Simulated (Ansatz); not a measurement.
# An inverse problem

Cell vectors (Å):

```
0.0000 2.8028 2.8028
2.8028 0.0000 2.8028
2.8028 2.8028 0.0000
```

```csv
atom,a,b,c
X,0.0000,0.0000,0.0000
Te,0.7500,0.7500,0.7500
```

Computed with PBEsol, all-electron LAPW in Ansatz 0.2.0, scalar-relativistic. k mesh 8×8×8, strains of ±0.005, fixed occupations.

Elastic constants of a crystal by Kohn-Sham DFT: slopes of the stress over finite engineering strains of the given cell, Voigt indices, Cartesian axes as in the cell vectors.

| index | elastic (GPa) |
| --- | --- |
| 11 | 100.2 |
| 12 | 40.1 |
| 44 | 50.6 |

All X atoms are one element. Which one was computed?

Be; the crystal is BeTe (F-43m).

Caveats: constants at zero field, no piezoelectric stiffening.
